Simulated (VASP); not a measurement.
Input of a VASP 6.6.1 run:

File INCAR:

```
ALGO     = Normal         # electronic algorithm
EDIFF    = 1E-6           # SCF threshold, eV
ENCUT    = 700            # plane-wave cutoff, eV
GGA      = PS             # functional
ISIF     = 2              # what is computed and relaxed
ISMEAR   = 0              # smearing method
LASPH    = T              # aspherical terms in the spheres
LCHARG   = T              # write CHGCAR
LELF     = T              # ELF
LREAL    = F              # projectors in reciprocal space
LVHAR    = T            
LWAVE    = F              # write WAVECAR
NBANDS   = 35             # bands
NELM     = 80             # most SCF steps
PREC     = Accurate       # precision mode
SIGMA    = 0.02           # smearing width, eV
```

Contents of KPOINTS:

```
k-points
0
Gamma
  9 9 2
```

The input POSCAR:

```
MoSe2
1.0
    3.2708800000      0.0000000000      0.0000000000
   -1.6354400000      2.8326600000      0.0000000000
    0.0000000000      0.0000000000     13.1334600000
Mo Se
2 4
Direct
    0.6666700000      0.3333300000      0.7500000000
    0.3333300000      0.6666700000      0.2500000000
    0.3333300000      0.6666700000      0.8768800000
    0.6666700000      0.3333300000      0.3768800000
    0.3333300000      0.6666700000      0.6231200000
    0.6666700000      0.3333300000      0.1231200000
```

Potentials or basis: VASP PAW PBE potentials, release 64 (Mo_sv, Se).

The run is started by

```sh
$ cat potpaw_PBE.64/Mo_sv/POTCAR potpaw_PBE.64/Se/POTCAR > POTCAR
$ mpirun -np 1 vasp_std > vasp.out
```

(1) Predict the band gap on the k mesh.

(2) Predict the pressure.

Answers

(1) 0.99 eV, indirect (least direct gap 1.49 eV).

(2) 0.0 GPa.

Caveat: the PAW data sets were made with another functional, which shifts forces and pressure a little; an odd mesh through Γ misses points on the zone boundary, where band edges often lie; this functional lacks dispersion, which binds the layers, so the pressure and a relaxed spacing across them are unreliable.
